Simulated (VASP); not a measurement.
Crystal: V.

```
V
1.0
    -1.51435    1.51435    1.51435
     1.51435   -1.51435    1.51435
     1.51435    1.51435   -1.51435
V
1
Direct
  0.00000 0.00000 0.00000
```

| Item | Value |
| --- | --- |
| Program | VASP 6.6.1 |
| Task | relaxation of cell and atoms |
| Functional | MS2 |
| Potentials or basis | VASP PAW PBE potentials, release 64 (V_sv) |
| Cutoff | 600 eV |
| k mesh | 12 × 12 × 12 |
| Occupations | methfessel-paxton, width 0.1 eV |
| Spin | collinear spin, ferromagnetic start |
| Starting moments | [2.0] μB |

At the start: pressure -7.7 GPa; volume 13.89 Å³/atom.

Problem. How do energy, volume and symmetry change on relaxing?

Solution. Over 4 steps the energy falls by 11.4 meV/atom and the volume is 13.23 Å³/atom (-4.8 %); space group Im-3m (No. 229, to 0.05 Å); moment 0.25 μB per cell.

Step by step:
```tsv
step	energy change (eV)	largest force (eV/Å)	pressure (GPa)	volume (Å³)
1	0.0000	0.0000	-7.67	13.89
2	0.0068	0.0000	10.37	12.60
3	-0.0110	0.0000	-1.04	13.29
4	-0.0114	0.0000	0.05	13.23
```

Final structure:
```cif
data_structure
_symmetry_space_group_name_H-M 'P 1'
_symmetry_Int_Tables_number 1
_cell_length_a 2.5803
_cell_length_b 2.5803
_cell_length_c 2.5803
_cell_angle_alpha 109.471
_cell_angle_beta 109.471
_cell_angle_gamma 109.471
_cell_volume 13.23
loop_
_atom_site_label
_atom_site_type_symbol
_atom_site_fract_x
_atom_site_fract_y
_atom_site_fract_z
_atom_site_occupancy
V1 V 0.00000 0.00000 0.00000 1
```

Caveat: the PAW data sets were made with another functional, which shifts forces and pressure a little.
